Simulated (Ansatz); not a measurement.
# TiC: single point with PBE0

The system is TiC.

```
Ti C
1.0
     0.00000    2.16572    2.16572
     2.16572    0.00000    2.16572
     2.16572    2.16572    0.00000
Ti C
1 1
Cartesian
  0.0000 0.0000 0.0000
  2.1657 2.1657 2.1657
```

The cell is a database's computed one.

| Item | Value |
| --- | --- |
| Program | Ansatz 0.2.0 |
| Task | single point |
| Functional | PBE0 |
| Potentials or basis | all-electron PAW datasets made for the crystal |
| Cutoff | 380 eV (chosen from the basis error) |
| k mesh | 8 × 8 × 8 |
| Occupations | fermi-dirac, width 0.05 eV |
| Spin | no spin polarisation |

```
Pressure               : -5.2 GPa
Band gap on the k mesh : none (metal or under the smearing width)
```

Levels at points of the mesh, in eV from the Fermi level:
| k point | band 6 | band 7 | band 8 | band 9 | band 10 |
| --- | --- | --- | --- | --- | --- |
| (0.00, 0.00, 0.00) | 1.73 | 1.73 | 1.73 | 2.19 | 2.19 |
| (0.00, 0.00, -0.50) | -7.18 | -3.83 | -3.83 | 4.45 | 4.45 |
| (0.00, -0.50, -0.50) | -4.58 | -1.66 | -0.40 | -0.40 | 3.65 |

It took 4.3 min on 2 threads of Arm Neoverse V2 (shared host), peak memory 1.1 GiB.

Caveat: the k mesh is thin for a metal, which can move the energy by tens of meV per atom.
